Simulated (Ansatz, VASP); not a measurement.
**CuI (Marshite) in VASP and in Ansatz**

```xyz
2
Lattice="0.0000 2.9503 2.9503 2.9503 0.0000 2.9503 2.9503 2.9503 0.0000" Properties=species:S:1:pos:R:3 pbc="T T T"
Cu    1.4751    1.4751    1.4751
I     0.0000    0.0000    0.0000
```

Alike in both runs: task single point; functional r2SCAN; k mesh 8 × 8 × 8; occupations gaussian, width 0.02 eV; no spin polarisation.

```csv
,VASP,Ansatz
version,VASP 6.6.1,Ansatz 0.2.0
potentials or method,"VASP PAW PBE potentials, release 64 (Cu, I)","scalar-relativistic, plane waves, PAW"
plane-wave cutoff (eV),520,500
valence electrons in the cell,18,36
```

|  | VASP | Ansatz | Ansatz less VASP |
| --- | --- | --- | --- |
| gap on the k mesh at the Fermi level (eV) | 1.87 | 1.86 | -0.008 |
| least direct gap on the mesh (eV) | 1.87 | 1.86 | -0.008 |
| pressure (GPa) | 3.1 | 3.2 | +0.06 |

The two sets of potentials don't hold the same shells in valence.

Caveats: the PAW data sets were made with another functional, which shifts forces and pressure a little (VASP); spin-orbit coupling is left out, which moves the levels of the heavy elements. r2SCAN opens gaps a little over a GGA but as a rule still falls short of measured ones.
